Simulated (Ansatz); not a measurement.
# How far is this LiF from the hull?

The calculation used Ansatz 0.2.0, DFT PBE, scalar-relativistic, plane waves, PAW. Settings: cutoff 420 eV, Γ-centred meshes spaced at most about 0.3 Å⁻¹ (2π included), Gaussian smearing. No spin polarisation.

Energies over the elements count from the elements' standard structures at the same level (F₂ as a molecule), with no fitted energy shifts.

Temperature and zero-point effects are left out.

The competitors are the elements and 1 reference phase of this chemical system (from databases or known types: LiF), relaxed at the same level; other known phases may be missing.

The candidate was reached from: 4-connected net, two elements alternating, changed on relaxing.

```cif
data_structure
_symmetry_space_group_name_H-M 'Fm-3m'
_symmetry_Int_Tables_number 225
_cell_length_a 4.0678
_cell_length_b 4.0678
_cell_length_c 4.0678
_cell_angle_alpha 90.000
_cell_angle_beta 90.000
_cell_angle_gamma 90.000
_cell_volume 67.31
loop_
_atom_site_label
_atom_site_type_symbol
_atom_site_symmetry_multiplicity
_atom_site_Wyckoff_symbol
_atom_site_fract_x
_atom_site_fract_y
_atom_site_fract_z
_atom_site_occupancy
Li1 Li 4 b 0.50000 0.00000 0.00000 1
F1 F 4 a 0.00000 0.00000 0.00000 1
```

Problem. Is it stable, and against what?

Solution. Not the lowest form: another structure of the same formula lies lower. Its formation energy is -2.945 eV/atom. The lowest competing phase at this composition is this:

```
phase       space group             source  share of atoms  ΔE_f (eV/atom)
  LiF  P6_3mc (No. 186)  Materials Project          1.0000          -2.953
```

The candidate lies 8 meV/atom above this phase (7 meV/atom from unrounded values). The same end was reached from a cell as deposited in COD. That margin is within the range where metastable phases are often made. Checks: no imaginary mode on a 4×4×4 q mesh. It has the rock salt type.
